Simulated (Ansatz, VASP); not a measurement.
Given: the input of a run of VASP 6.6.1 on Ti.

The input INCAR:

```
PREC = Accurate
ENCUT = 520
EDIFF = 1E-6
ISMEAR = 0
SIGMA = 0.1
LREAL = False
LASPH = True
NELM = 80
ALGO = Fast
ISIF = 2
LWAVE = False
LCHARG = False
GGA = PE
NBANDS = 19
```

The input KPOINTS:

```
Automatic mesh
0
Gamma
  10 10 6
```

File POSCAR:

```
Ti
1.0
    2.9500000000      0.0000000000      0.0000000000
   -1.4750000000      2.5547749412      0.0000000000
    0.0000000000      0.0000000000      4.6800000000
Ti
2
Direct
    0.6666666667      0.3333333333      0.7500000000
    0.3333333333      0.6666666667      0.2500000000
```

Potentials or basis: VASP PAW PBE potentials, release 64 (Ti_sv).

Launch:

```bash
$ cat potpaw_PBE.64/Ti_sv/POTCAR > POTCAR
$ mpirun -np 1 vasp_std > vasp.out
```

Set up the same calculation for Ansatz 0.2.0. Potentials there: all-electron LAPW, scalar-relativistic.

As run (the cutoff follows the program's own potentials):

File input.yaml:

```yaml
crystal:
  lattice:
    - [2.95, 0.0, 0.0]
    - [-1.475, 2.5547749412, 0.0]
    - [0.0, 0.0, 4.68]
  atoms:
    - { symbol: Ti, position: [0.6666666667, 0.3333333333, 0.75] }
    - { symbol: Ti, position: [0.3333333333, 0.6666666667, 0.25] }
kpoints:
  mp_grid: { grid: [10, 10, 6] }
scf:
  occupations: { method: gaussian, width: 0.1 }
hamiltonian:
  xc: pbe
  pseudopotentials: { kind: all_electron, lapw: { basis_error: 0.001 } }
output:
  forces: true
  stress: true
  eigenvalues: true
```

Potentials or basis: all-electron LAPW, scalar-relativistic.

Launch:

```sh
$ ansatz run input.yaml --threads 1 --pin off --max-ram 3072MiB --backend cpu --events-out ev --progress --plain --runs-dir out
```

Both were run:

|  | VASP | Ansatz | Ansatz less VASP |
| --- | --- | --- | --- |
| gap on the k mesh at the Fermi level (eV) | none | none | - |
| pressure (GPa) | -1.8 | -1.5 | +0.28 |
| largest component of the traceless stress (GPa) | 0.26 | 0.25 | -0.007 |

A gap of «none» marks a metal or a gap that the smearing closes. Ansatz ran all-electron here, so the differences hold the error of VASP's frozen core and of both bases.
